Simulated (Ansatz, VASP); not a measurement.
**Ti: VASP beside Ansatz**

INCAR

```
SYSTEM = Ti
PREC = Accurate
ENCUT = 520
EDIFF = 1E-7
ISMEAR = -1
SIGMA = 0.05
LREAL = .FALSE.
LASPH = .TRUE.
NELM = 80
ALGO = Normal
ISIF = 2
LWAVE = .FALSE.
LCHARG = .FALSE.
GGA = PE
NBANDS = 19
```

File KPOINTS:

```
Automatic mesh
0
G
  10 10 6
  0 0 0
```

File POSCAR:

```
Ti
1.0
    2.9101302477      0.0000000000      0.0000000000
   -1.4550651239      2.5202467229      0.0000000000
    0.0000000000      0.0000000000      4.6167490031
Ti
2
Direct
    0.6666666667      0.3333333333      0.7500000000
    0.3333333333      0.6666666667      0.2500000000
```

Contents of input.yaml:

```yaml
crystal:
  lattice:
    - [2.9101302477, 0.0, 0.0]
    - [-1.4550651239, 2.5202467229, 0.0]
    - [0.0, 0.0, 4.6167490031]
  atoms:
    - { symbol: Ti, position: [0.6666666667, 0.3333333333, 0.75] }
    - { symbol: Ti, position: [0.3333333333, 0.6666666667, 0.25] }
hamiltonian:
  xc: pbe
  pseudopotentials: { kind: paw }
kpoints:
  mp_grid: { grid: [10, 10, 6] }
scf:
  occupations: { method: fermi_dirac, width: 0.05 }
output:
  forces: true
  stress: true
  eigenvalues: true
```

Change from the starting cell: volume scaled by 0.96.

Alike in both runs: task single point; functional PBE; k mesh 10 × 10 × 6; occupations fermi-dirac, width 0.05 eV; no spin polarisation.

|  | VASP | Ansatz |
| --- | --- | --- |
| version | VASP 6.6.1 | Ansatz 0.2.0 |
| potentials or method | VASP PAW PBE potentials, release 64 (Ti_sv) | Ansatz PAW |
| plane-wave cutoff (eV) | 520 | 420 |
| valence electrons in the cell | 24 | 24 |

|  | VASP | Ansatz | Ansatz less VASP |
| --- | --- | --- | --- |
| gap on the k mesh at the Fermi level (eV) | none | none | - |
| pressure (GPa) | 2.9 | 3.2 | +0.33 |
| largest component of the traceless stress (GPa) | 0.30 | 0.30 | -0.006 |

A gap of «none» marks a metal or a gap that the smearing closes.
